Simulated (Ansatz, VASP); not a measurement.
# Gd in VASP and in Ansatz

```
Gd
1.0
    -2.02500    2.02500    2.02500
     2.02500   -2.02500    2.02500
     2.02500    2.02500   -2.02500
Gd
1
Direct
  0.00000 0.00000 0.00000
```

This isn't the form of Gd at room conditions, which is hcp.

Alike in both runs: task single point; functional LDA; k mesh 9 × 9 × 9; occupations methfessel-paxton of order 1, width 0.05 eV; collinear spin; Hubbard terms Gd f U = 4.0 eV.

```csv
,VASP,Ansatz
version,VASP 6.6.1,Ansatz 0.2.0
potentials or method,"VASP PAW PBE potentials, release 64 (Gd)",SSSP precision PAW
plane-wave cutoff (eV),520,544
valence electrons in the cell,18,18
```

VASP gave:

* gap on the k mesh at the Fermi level (eV): none
* pressure (GPa): -3.9
* net moment per atom (μB): 7.77
* size of the moment on the site where the two differ most (μB): 7.14

Problem. Which values does Ansatz return?

Solution. gap on the k mesh at the Fermi level (eV): none; pressure (GPa): -4.1; net moment per atom (μB): 7.77; size of the moment on the site where the two differ most (μB): 7.47.

Site moments also hang on the region over which each program counts them. The programs project onto different local orbitals, so the same U acts differently. A gap of «none» marks a metal or a gap that the smearing closes.

Caveats: spin-orbit coupling is left out, which moves the levels of the heavy elements; the PAW data sets were made with another functional, which shifts forces and pressure a little (VASP); the magnetic or orbital state may not be the lowest (Ansatz). The state reached can hang on the start; a lower one may exist.
